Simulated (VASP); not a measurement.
**How uniaxial stress along [111] changes GaAs (F-43m)**

Wanted: the response of GaAs to uniaxial stress along [111], as a table, with a fit that predicts a row left out.

Main program and level: VASP 6.6.1; LDA; plane waves and PAW (Ga_d, As), in the first sound run; inputs show where later runs differ.

**1. Starting point**

The structure is cubic, space group F-43m (No. 216). Conventional cell: a = 5.653 Å, b = 5.653 Å, c = 5.653 Å, α = 90.00°, β = 90.00°, γ = 90.00°. Nearest to Ga lie 4 As at 2.45 Å. Nearest to As lie 4 Ga at 2.45 Å. Farther neighbours are not listed.

As a file:

```xyz
2
Lattice="0.0000 2.8265 2.8265 2.8265 0.0000 2.8265 2.8265 2.8265 0.0000" Properties=species:S:1:pos:R:3 pbc="T T T"
Ga    0.0000    0.0000    0.0000
As    1.4132    1.4132    1.4132
```

**2. Relax the crystal, LDA**

The series starts from the cell that this level prefers, so that zero strain is near zero stress.

This step took 2 runs in a row; the last is shown.

Level: LDA; plane waves and PAW (Ga_d, As).

Input file INCAR:

```
SYSTEM = GaAs
PREC = Accurate
ENCUT = 450
EDIFF = 1E-07
NELM = 120
ISMEAR = 0
SIGMA = 0.02
LREAL = .FALSE.
ALGO = Normal
GGA = CA
NBANDS = 15
LORBIT = 11
LWAVE = .FALSE.
LCHARG = .FALSE.
KPAR = 8
IBRION = 2
NSW = 40
ISIF = 3
EDIFFG = -0.005
POTIM = 0.4
```

Input file POSCAR:

```
GaAs
1.0
    0.0000000000      2.8045104128      2.8045104128
    2.8045104128      0.0000000000      2.8045104128
    2.8045104128      2.8045104128      0.0000000000
Ga As
1 1
Direct
    0.0000000000      0.0000000000      0.0000000000
    0.2500000000      0.2500000000      0.2500000000
```

Input file KPOINTS:

```
Automatic mesh
0
Gamma
9 9 9
0 0 0
```

Potentials, in the order of the species: Ga_d and As (LDA family, release 64).

The run is started by

```sh
$ mpirun -np 8 vasp_std
```

The program printed:

```text
[banner, memory and clock lines left out]
running    8 mpi-ranks, on    1 nodes
[...]
|                                                                             |
|           W    W    AA    RRRRR   N    N  II  N    N   GGGG   !!!           |
|           W    W   A  A   R    R  NN   N  II  NN   N  G    G  !!!           |
|           W    W  A    A  R    R  N N  N  II  N N  N  G       !!!           |
|           W WW W  AAAAAA  RRRRR   N  N N  II  N  N N  G  GGG   !            |
|           WW  WW  A    A  R   R   N   NN  II  N   NN  G    G                |
|           W    W  A    A  R    R  N    N  II  N    N   GGGG   !!!           |
|                                                                             |
|     For optimal performance we recommend to set                             |
|       NCORE = 2 up to number-of-cores-per-socket                            |
|     NCORE specifies how many cores store one orbital (NPAR=cpu/NCORE).      |
|     This setting can greatly improve the performance of VASP for DFT.       |
[...]
|     Unfortunately you need to use the default for GW and RPA                |
|     calculations (for HF NCORE is supported but not extensively tested      |
|     yet).                                                                   |
|                                                                             |

 LDA part: xc-table for (Slater(with rela. corr.)+CA(PZ))
 , standard interpolation
 POSCAR, INCAR and KPOINTS ok, starting setup
[...]
entering main loop
       N       E                     dE             d eps       ncg     rms          rms(c)
DAV:   1     0.761070724931E+02    0.76107E+02   -0.84383E+03  1082   0.154E+03
DAV:   2    -0.376930620996E+01   -0.79876E+02   -0.76840E+02  1190   0.295E+02
DAV:   3    -0.977836291855E+01   -0.60091E+01   -0.59869E+01  1260   0.662E+01
DAV:   4    -0.987247978716E+01   -0.94117E-01   -0.94097E-01  1279   0.920E+00
[...]
DAV:  11    -0.963942028533E+01   -0.48186E-05   -0.65580E-06  1218   0.396E-02    0.241E-03
DAV:  12    -0.963942017734E+01    0.10799E-06   -0.45002E-07  1295   0.954E-03    0.191E-03
DAV:  13    -0.963942017815E+01   -0.80763E-09   -0.67322E-08   875   0.215E-03
   1 F= -.96394202E+01 E0= -.96394202E+01  d E =-.963942E+01
[...]
reached required accuracy - stopping structural energy minimisation
```

Elapsed: 2.8 s, on 8 MPI ranks of AMD EPYC 9R45, shared host; peak memory 1 GiB.

The logs omit lines about the potential files and the build; timing stands in the text.

OUTCAR, selected parts (step 2):

```text
  Total       -0.0019191     -0.0019191     -0.0019191     -0.0000000     -0.0000000      0.0000000
  in kB       -0.0696965     -0.0696965     -0.0696965     -0.0000000     -0.0000000      0.0000000
  external PRESSURE =      -0.0696965 kB  Pullay stress =       0.0000000 kB

 POSITION                                       TOTAL-FORCE (eV/Angst)
 -----------------------------------------------------------------------------------
      0.00000      0.00000      0.00000        -0.000000      0.000000      0.000000
      1.40226      1.40226      1.40226         0.000000     -0.000000     -0.000000
 -----------------------------------------------------------------------------------
    total drift:                                0.000001      0.000001      0.000001

  FREE ENERGIE OF THE ION-ELECTRON SYSTEM (eV)
  ---------------------------------------------------
  free  energy   TOTEN  =        -9.6394201781 eV

  energy  without entropy=       -9.6394201781  energy(sigma->0) =       -9.63942018

 reached required accuracy - stopping structural energy minimisation

[... 3 further parts left out ...]
[key lines of the parts left out:]
E-fermi :   4.1426
```

Numbers from this step:

```
energy(sigma→0) of the program : -9.6394 eV
stress, compression positive   : -0.01 along [111], -0.01 across it (mean), GPa
volume                         : 44.117 Å³
ionic steps                    : 1
```

**3. Strain across the axis, LDA**

One member in full: the axis is strained by -0.5 %, and the two directions across it are strained alike until their mean stress is under 0.012 GPa or five steps are spent.

Level: LDA; plane waves and PAW (Ga_d, As); cell typed or built by script.

INCAR: that of step 2 with these lines changed.

```diff
@@ -14,7 +14,7 @@
 LCHARG = .FALSE.
-KPAR = 8
-IBRION = 2
-NSW = 40
-ISIF = 3
-EDIFFG = -0.005
-POTIM = 0.4
+KPAR = 2
+IBRION = 1
+NSW = 25
+ISIF = 2
+EDIFFG = -0.004
+POTIM = 0.3
```

Input file POSCAR:

```
GaAs
1.0
   -0.0110310740      2.7960033980      2.7960033980
    2.7960033980     -0.0110310740      2.7960033980
    2.7960033980      2.7960033980     -0.0110310740
Ga As
1 1
Direct
    0.0000000000      0.0000000000      0.0000000000
    0.2500000000      0.2500000000      0.2500000000
```

KPOINTS is that of step 2.

The run is started by

```sh
$ mpirun -np 2 vasp_std
```

The program printed:

```text
[banner, memory and clock lines left out]
running    2 mpi-ranks, on    1 nodes
[...]
LDA part: xc-table for (Slater(with rela. corr.)+CA(PZ))
 , standard interpolation
 POSCAR, INCAR and KPOINTS ok, starting setup
[...]
entering main loop
       N       E                     dE             d eps       ncg     rms          rms(c)
DAV:   1     0.764952310692E+02    0.76495E+02   -0.84088E+03  2636   0.152E+03
DAV:   2    -0.386899498222E+01   -0.80364E+02   -0.76768E+02  2837   0.297E+02
DAV:   3    -0.978454920269E+01   -0.59156E+01   -0.58938E+01  3089   0.661E+01
DAV:   4    -0.987298240265E+01   -0.88433E-01   -0.88418E-01  3036   0.896E+00
[...]
DAV:  11    -0.963871535247E+01   -0.48076E-05   -0.65996E-06  2914   0.398E-02    0.244E-03
DAV:  12    -0.963871524252E+01    0.10995E-06   -0.45964E-07  3215   0.965E-03    0.194E-03
DAV:  13    -0.963871524259E+01   -0.72305E-10   -0.67391E-08  2017   0.217E-03
   1 F= -.96387152E+01 E0= -.96387152E+01  d E =-.963872E+01
 BRION: g(F)=  0.171E-03 g(S)=  0.000E+00
[...]
N       E                     dE             d eps       ncg     rms          rms(c)
DAV:   1    -0.963881807752E+01   -0.10284E-03   -0.10645E-02  2907   0.741E-01    0.936E-03
DAV:   2    -0.963883666495E+01   -0.18587E-04   -0.19418E-04  3032   0.122E-01    0.398E-03
DAV:   3    -0.963883672935E+01   -0.64402E-07   -0.38641E-06  3717   0.177E-02    0.208E-03
DAV:   4    -0.963883664147E+01    0.87885E-07   -0.14881E-07  2511   0.603E-03
   2 F= -.96388366E+01 E0= -.96388366E+01  d E =-.121399E-03
 BRION: g(F)=  0.309E-04 g(S)=  0.000E+00 retain N=  1 mean eig= 1.74
 eig:   1.741
[...]
N       E                     dE             d eps       ncg     rms          rms(c)
DAV:   1    -0.963885335836E+01   -0.16629E-04   -0.58505E-03  2872   0.550E-01    0.696E-03
DAV:   2    -0.963886358157E+01   -0.10223E-04   -0.10679E-04  3039   0.904E-02    0.294E-03
DAV:   3    -0.963886362474E+01   -0.43167E-07   -0.21219E-06  3725   0.131E-02    0.154E-03
DAV:   4    -0.963886357812E+01    0.46618E-07   -0.73921E-08  2325   0.449E-03
   3 F= -.96388636E+01 E0= -.96388636E+01  d E =-.269367E-04
 BRION: g(F)=  0.103E-08 g(S)=  0.000E+00 retain N=  1 mean eig= 1.75
 eig:   1.752
 reached required accuracy - stopping structural energy minimisation
```

It took 25 s on 2 MPI ranks; peak memory 0.28 GiB.

Parts of OUTCAR (step 3):

```text
  Total        0.0657636      0.0657636      0.0657636      0.0633550      0.0633550      0.0633550
  in kB        2.3960200      2.3960200      2.3960200      2.3082655      2.3082655      2.3082655
  external PRESSURE =       2.3960200 kB  Pullay stress =       0.0000000 kB

 POSITION                                       TOTAL-FORCE (eV/Angst)
 -----------------------------------------------------------------------------------
     -0.00158     -0.00158     -0.00158        -0.000077     -0.000077     -0.000077
      1.39682      1.39682      1.39682         0.000077      0.000077      0.000077
 -----------------------------------------------------------------------------------
    total drift:                                0.000087      0.000087      0.000087

  FREE ENERGIE OF THE ION-ELECTRON SYSTEM (eV)
  ---------------------------------------------------
  free  energy   TOTEN  =        -9.6388635781 eV

  energy  without entropy=       -9.6388635781  energy(sigma->0) =       -9.63886358

[... 1 part as in an earlier step ...]

[... 3 further parts left out ...]
[key lines of the parts left out:]
E-fermi :   4.1772
```

This run gave:

* energy(sigma→0) of the program: -9.6389 eV
* stress, compression positive: 0.70 along [111], 0.01 across it (mean), GPa
* ionic steps: 3

**4. Band edges, TB-mBJ with spin-orbit coupling**

Short lines in KPOINTS_OPT sample the zone centre along and across the axis, for masses, and the other valleys.

Level: TB-mBJ, spin-orbit coupling; plane waves and PAW (Ga_d, As); cell typed or built by script.

TB-mBJ has no energy functional, so the total energy, stress and pressure in this output mean nothing.

Input file INCAR:

```
SYSTEM = GaAs
PREC = Accurate
ENCUT = 450
EDIFF = 1E-06
NELM = 150
ISMEAR = 0
SIGMA = 0.02
LREAL = .FALSE.
ALGO = Normal
METAGGA = MBJ
LASPH = .TRUE.
LNONCOLLINEAR = .TRUE.
MAGMOM = 0 0 0 0 0 0
NBANDS = 28
GGA_COMPAT = .FALSE.
LSORBIT = .TRUE.
LWAVE = .FALSE.
LCHARG = .FALSE.
KPAR = 2
```

Input file POSCAR:

```
GaAs
1.0
   -0.0110310740      2.7960033980      2.7960033980
    2.7960033980     -0.0110310740      2.7960033980
    2.7960033980      2.7960033980     -0.0110310740
Ga As
1 1
Direct
    0.9997168848      0.9997168848      0.9997168848
    0.2502831152      0.2502831152      0.2502831152
```

Input file KPOINTS:

```
Automatic mesh
0
Gamma
7 7 7
0 0 0
```

Input file KPOINTS_OPT:

```
Line mode
6
Line-mode
Reciprocal
  0.00000000   0.00000000   0.00000000
  0.02564128   0.02564128   0.02564128

  0.00000000   0.00000000   0.00000000
 -0.01579512   0.01579512   0.00000000

  0.31000000   0.31000000   0.00000000
  0.50000000   0.50000000   0.00000000

  0.00000000   0.31000000   0.31000000
  0.00000000   0.50000000   0.50000000

  0.45000000   0.45000000   0.45000000
  0.50000000   0.50000000   0.50000000

  0.45000000   0.00000000   0.00000000
  0.50000000   0.00000000   0.00000000

  0.42500000   0.42500000   0.00000000
  0.42491222   0.44724989   0.02224989

  0.50000000   0.50000000   0.50000000
  0.48420488   0.51579512   0.50000000
```

The run is started by

```sh
$ mpirun -np 2 vasp_ncl
```

The program printed:

```text
[banner, memory and clock lines left out]
running    2 mpi-ranks, on    1 nodes
[...]
|                                                                             |
|               ----> ADVICE to this user running VASP <----                  |
|                                                                             |
|     You enforced a specific xc type in the INCAR file but a different       |
|     [... a line on the potential file left out ...]
|     I HOPE YOU KNOW WHAT YOU ARE DOING!                                     |
|                                                                             |

 LDA part: xc-table for (None), standard interpolation
 POSCAR, INCAR and KPOINTS ok, starting setup
[...]
entering main loop
       N       E                     dE             d eps       ncg     rms          rms(c)
DAV:   1     0.740457618047E+02    0.74046E+02   -0.77933E+03  5000   0.165E+03
DAV:   2    -0.346070064564E+02   -0.10865E+03   -0.10355E+03  5032   0.390E+02
DAV:   3    -0.478643417615E+02   -0.13257E+02   -0.13079E+02  5632   0.108E+02
DAV:   4    -0.482514867112E+02   -0.38714E+00   -0.38613E+00  5628   0.194E+01
[...]
DAV:  32    -0.464038793223E+02    0.14757E-05   -0.63225E-11  2436   0.954E-05    0.143E-05
DAV:  33    -0.464038775371E+02    0.17852E-05   -0.24547E-11  2440   0.539E-05    0.830E-06
DAV:  34    -0.464038773719E+02    0.16523E-06   -0.11246E-11  2416   0.423E-05
   1 F= -.46403877E+02 E0= -.46403877E+02  d E =-.151972E-16  mag=     0.0000    -0.0000     0.0000
 Start KPOINTS_OPT (optional k-point list driver)
k-point batch [1-48\48]
       N       E                     dE             ncg
DAV:   1     0.108509223558E+04   -0.17486E+05     2872
DAV:   2    -0.435330560969E+04   -0.54384E+04     2808
DAV:   3    -0.505278709693E+04   -0.69948E+03     3324
DAV:   4    -0.507452927751E+04   -0.21742E+02     3164
DAV:   5    -0.507495743799E+04   -0.42816E+00     3284
DAV:   6    -0.507497630251E+04   -0.18865E-01     3820
DAV:   7    -0.507497666557E+04   -0.36306E-03     3436
DAV:   8    -0.507497667022E+04   -0.46468E-05     2440
DAV:   9    -0.507497667053E+04   -0.30903E-06     2140
```

Run time: 5.5 min. Hardware: 2 MPI ranks; peak memory 0.77 GiB; 8.8 min of CPU time.

Parts of OUTCAR (step 4):

```text
  LATTYP: Found a trigonal (rhomboedric) cell.
 ALAT       =     3.9541613128
 COS(alpha) =     0.4960508387

 Subroutine GETGRP returns: Found  6 space group operations
 (whereof  6 operations were pure point group operations)

The static configuration has the point symmetry C_3v.

 Found     84 irreducible k-points:

   k-points           NKPTS =     84   k-points in BZ     NKDIM =     84   number of bands    NBANDS=     28

   dimension x,y,z NGX =    28 NGY =   28 NGZ =   28
   dimension x,y,z NGXF=    56 NGYF=   56 NGZF=   56

   ENCUT  =  450.0 eV  33.07 Ry    5.75 a.u.   6.84  6.84  6.84*2*pi/ulx,y,z

   NELECT =      18.0000    total number of electrons

 E-fermi :   4.6016

 k-point     1 :       0.0000    0.0000    0.0000
  band No.  band energies     occupation
    ...
     14       4.1560      1.00000
     15       4.4596      1.00000
     16       4.4596      1.00000
     17       4.4950      1.00000
     18       4.4950      1.00000
     19       6.1786      0.00000
     20       6.1786      0.00000
     21       8.4666      0.00000
     22       8.4666      0.00000
     23       8.6267      0.00000
    ...

 k-point     2 :       0.1429    0.0000    0.0000
  band No.  band energies     occupation
    ...
     14       2.3863      1.00000
     15       3.9951      1.00000
     16       3.9970      1.00000
     17       4.2014      1.00000
     18       4.2042      1.00000
     19       6.9583      0.00000
     20       6.9588      0.00000
     21       8.9557      0.00000
     22       8.9589      0.00000
     23       9.0902      0.00000
    ...

  Total      -86.2506472    -86.2506472    -86.2506472      0.0699029      0.0699029      0.0699029
  in kB    -3142.4423546  -3142.4423546  -3142.4423546      2.5468299      2.5468299      2.5468299
  external PRESSURE =   -3142.4423546 kB  Pullay stress =       0.0000000 kB

 POSITION                                       TOTAL-FORCE (eV/Angst)
 -----------------------------------------------------------------------------------
      5.57940      5.57940      5.57940         0.045347      0.045347      0.045347
      1.39682      1.39682      1.39682        -0.045347     -0.045347     -0.045347
 -----------------------------------------------------------------------------------
    total drift:                                0.053834      0.053834      0.053834

  FREE ENERGIE OF THE ION-ELECTRON SYSTEM (eV)
  ---------------------------------------------------
  free  energy   TOTEN  =       -46.4038773719 eV

  energy  without entropy=      -46.4038773719  energy(sigma->0) =      -46.40387737

 Spin-Orbit-Coupling matrix elements
 Ion:    1  E_soc:     -0.0114057
 Ion:    2  E_soc:     -0.0224709

[... 1 part as in an earlier step ...]

[... 7 further parts left out ...]
```

**5. The whole series**

LASPH is off in runs at LDA and on in runs at TB-mBJ.

Runs beyond LDA use the data sets made with LDA; this shifts their levels slightly, and their total energies have another zero (at TB-mBJ, which has no energy functional, they mean nothing).

The other members went through these steps as far as the tables show, with the same cutoff and, step by step, the same mesh; 23 runs are not shown. The session took 1.6 core hours (wall time by ranks) on a shared machine.

```tsv
strain along the axis (%)	strain across the axis (%)	stress along the axis, tension positive (GPa)	energy above the unstrained row (meV/atom)	gap on the mesh, LDA (eV)
-2.000	0.401	-2.826	4.018	0.469
-1.500	0.294	-2.120	2.273	0.482
-1.000	0.192	-1.403	1.037	0.493
-0.500	0.090	-0.701	0.278	0.504
0	0.000	0.007	0.000	0.512
0.500	-0.101	0.695	0.212	0.472
1.000	-0.189	1.376	0.884	0.429
1.500	-0.278	2.050	2.015	0.385
2.000	-0.360	2.714	3.610	0.339
```

Slopes at zero strain, from cubics through all rows: strain ratio -0.191, stress over strain 139 GPa.

Band edges at TB-mBJ with spin-orbit coupling, counted from the valence-band top at Γ, spin-orbit pairs averaged, with one row partly withheld:

```tsv
strain along the axis (%)	gap (eV)	conduction band at Γ (eV)	Δ or X valley along z (eV)	Δ or X valley along x (eV)	lowest conduction level at L, [111] (eV)	lowest conduction level at L, [-111] (eV)	second valence level below the top (eV)	third valence level below the top (eV)
-2.000	1.465	1.657	1.775	1.775	1.465	1.783	0.158	0.431
-1.500	1.546	1.672	1.821	1.821	1.546	1.783	0.114	0.396
-1.000	1.623	1.681	1.861	1.861	1.623	1.779	0.074	0.365
-0.500	1.684	1.684	1.893	1.893	1.696	1.773	0.035	0.339
0	1.679	1.679	1.919	1.919	1.764	1.764	0.000	0.318
0.500	1.637	1.637	1.906	1.906	1.798	1.719	0.032	0.337
1.000	1.591	1.591	1.890	1.890	?	1.674	0.060	0.359
1.500	1.542	1.542	1.871	1.871	1.860	1.629	0.084	0.385
2.000	1.490	1.490	1.848	1.848	1.890	1.583	0.104	0.414
```

Conduction masses, in electron masses:

```tsv
strain along the axis (%)	conduction mass at Γ, along the strain axis or the normal of the plane	conduction mass at Γ, across the strain axis or in the plane	L [111] mass, longitudinal	L [111] mass, transverse along [1-10]
-2.000	0.114	0.094	1.679	0.131
-1.500	0.109	0.095	1.700	0.131
-1.000	0.105	0.095	1.703	0.132
-0.500	0.100	0.095	1.710	0.132
0	0.096	0.096	1.739	0.132
0.500	0.092	0.097	1.775	0.133
1.000	0.088	0.097	1.780	0.133
1.500	0.085	0.097	1.784	0.133
2.000	0.081	0.098	1.828	0.133
```

**6. Fit and prediction**

The quantity to fit is the splitting of the lowest conduction levels at the L points ([111] less [-111]) at TB-mBJ with spin-orbit coupling: -0.318, -0.236, -0.157, -0.078, 0.000, 0.079, 0.232, 0.307 eV in the rows shown.

Fitting a parabola to the 8 known rows (d: strain along the axis less the strain across it, in %) gives E = − 5.12e-4 d² + 0.1311 d + 6.59e-5 in eV; the residuals are 2.2e-4 eV r.m.s.

At d = 1.189 this predicts 0.1552 eV.

**7. Checking the prediction**

The calculation gives 0.1552 eV, so the prediction is right to the last digit shown.

The splitting is Ξu times 8/9 of d, with d as a fraction, so the linear term gives Ξu = 14.7 eV.

**8. Summary of results**

| Item | Value |
| --- | --- |
| Poisson ratio | 0.191 |
| Young's modulus along the axis | 139 GPa |
| gap of the unstrained cell, TB-mBJ with spin-orbit coupling | 1.68 eV |
| shear deformation potential Ξu of the lowest conduction levels at L | 14.7 eV |
| error of the predicted row | 0.0 meV |

**Reading.** As a check, the curvature of the energy gives 138 GPa for the same modulus (energy per volume = E/2 × strain²), 1 % from the slope of the stress. At TB-mBJ with spin-orbit coupling the lowest conduction valley is in turn L, Γ from the first row to the last, and the gap runs between 1.46 and 1.68 eV. At zero strain Γ and L lie only 85 meV apart here, so their order is sensitive to the level and the lattice constant. Hole masses are left out throughout, since the top bands are degenerate or cross in many series; of conduction masses, those of the Γ, L and (for Si and Ge under (001) strain) Δ valleys are kept where they change by under an eighth between rows. A measured gap of unstrained GaAs is 1.42 eV (arxiv:0805.2212, direct gap E0 at Gamma from PR, 300 K); the static gaps here belong to the lattice relaxed at LDA. TB-mBJ is a potential fitted for gaps; it has no energy functional, so its total energies and forces mean nothing, and its bands tend to come out too narrow. Δ or X levels are the lowest on their line, refined by a parabola unless they lie at X; the gap is read from all points sampled and can differ from the lowest valley by some meV, or by tens of meV where strain moves the valence top off Γ. Temperature, zero-point motion and excitons are left out.

[Lines on the potential files, build, host, timing and source positions are cut from VASP's logs without a mark.]

[Logs are printed without paths, hosts, clocks, repeated set-up lines and the standing remarks that a program may print on its own settings, such as how far it seeks lower states.]

[Hosts, paths, dates, database ids (printed as entryN), source tags and the programs' standing remarks are cut or masked in the printed files.]

[In band tables of VASP the shares of atoms and orbitals are scaled to a sum of 1 inside the atoms' spheres.]
